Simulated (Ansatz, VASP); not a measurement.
# One calculation of C, two programs

```
CELL_PARAMETERS angstrom
1.25873 0.72673 3.34701
-1.25873 0.72673 3.34701
0.00000 -1.45345 3.34701
ATOMIC_POSITIONS crystal
C 0.16400 0.16400 0.16400
C 0.83600 0.83600 0.83600
```

Change from the starting cell: strain +0.025 along x and y, +0.000 along z, atoms carried along.

Alike in both runs: task single point; functional LDA; k mesh 12 × 12 × 12; occupations gaussian, width 0.05 eV; no spin polarisation.

|  | VASP | Ansatz |
| --- | --- | --- |
| version | VASP 6.6.1 | Ansatz 0.2.0 |
| potentials or method | VASP PAW LDA potentials, release 64 (C) | scalar-relativistic, plane waves, PAW |
| plane-wave cutoff (eV) | 520 | 420 |
| valence electrons in the cell | 8 | 8 |

|  | VASP | Ansatz | Ansatz less VASP |
| --- | --- | --- | --- |
| gap on the k mesh at the Fermi level (eV) | 0.79 | 0.79 | -0.003 |
| least direct gap on the mesh (eV) | 0.79 | 0.79 | -0.003 |
| pressure (GPa) | -21.7 | -22.5 | -0.73 |
| largest component of the traceless stress (GPa) | 20.83 | 21.68 | +0.846 |
| rms of the force components (eV/Å) | 0.512 | 0.515 | +0.0032 |

Atom by atom the forces differ by 0.003 eV/Å (rms over components).

Caveats: so large a pressure means that the cell lies far from this level's equilibrium, or that cutoff or potentials fall short (VASP).
